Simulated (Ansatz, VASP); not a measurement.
# Two plane-wave programs on BN (Qingsongite)

INCAR

```
PREC = Accurate
ENCUT = 520
EDIFF = 1E-7
ISMEAR = -1
SIGMA = 0.02
LREAL = False
LASPH = True
NELM = 100
ALGO = Normal
ISIF = 2
LWAVE = False
LCHARG = False
GGA = PE
NBANDS = 11
```

Contents of KPOINTS:

```
Automatic mesh
0
Gamma
  12 12 12
```

The input POSCAR:

```
BN
1.0
    0.0000000000      1.8549986768      1.7831354900
    1.8549986768      0.0000000000      1.7831354900
    1.8549986768      1.8549986768      0.0000000000
B N
1 1
Direct
    0.0000000000      0.0000000000      0.0000000000
    0.2500000000      0.2500000000      0.2500000000
```

Input for Ansatz:

```yaml
crystal:
  lattice:
    - [0.0, 1.8549986768, 1.78313549]
    - [1.8549986768, 0.0, 1.78313549]
    - [1.8549986768, 1.8549986768, 0.0]
  atoms:
    - { symbol: B, position: [0.0, 0.0, 0.0] }
    - { symbol: "N", position: [0.25, 0.25, 0.25] }
kpoints:
  mp_grid: { grid: [12, 12, 12] }
  band_path:
    path:
      - [0.0, 0.0, 0.0]
      - [-0.5, -0.5, 0.0]
      - [-0.375, -0.375, 0.25]
      - [-0.375, 0.0, 0.375]
      - [0.0, 0.0, 0.5]
      - [-0.5, -0.25, 0.25]
    npoints: 1
hamiltonian:
  xc: pbe
scf:
  occupations: { method: fermi_dirac, width: 0.02 }
  n_extra_bands: 4
output:
  forces: true
  stress: true
  eigenvalues: true
  write_density: true
  write_potential: true
  elf: true
  volumetric_format: npy
```

Change from the starting cell: epitaxial_xy strain +2.8%.

Alike in both runs: task single point; functional PBE; k mesh 12 × 12 × 12; occupations fermi-dirac, width 0.02 eV; no spin polarisation.

```csv
,VASP,Ansatz
version,VASP 6.6.1,Ansatz 0.2.0
potentials or method,"VASP PAW PBE potentials, release 64 (B, N)","plane waves, PAW"
plane-wave cutoff (eV),520,420
valence electrons in the cell,8,8
```

VASP gave:

```
gap on the k mesh at the Fermi level (eV)       : 3.76
pressure (GPa)                                  : -10.5
largest component of the traceless stress (GPa) : 14.79
```

Question: Estimate Ansatz's values.

Answer: gap on the k mesh at the Fermi level (eV): 3.77; pressure (GPa): -10.6; largest component of the traceless stress (GPa): 14.77.

A k mesh can miss the band edges.
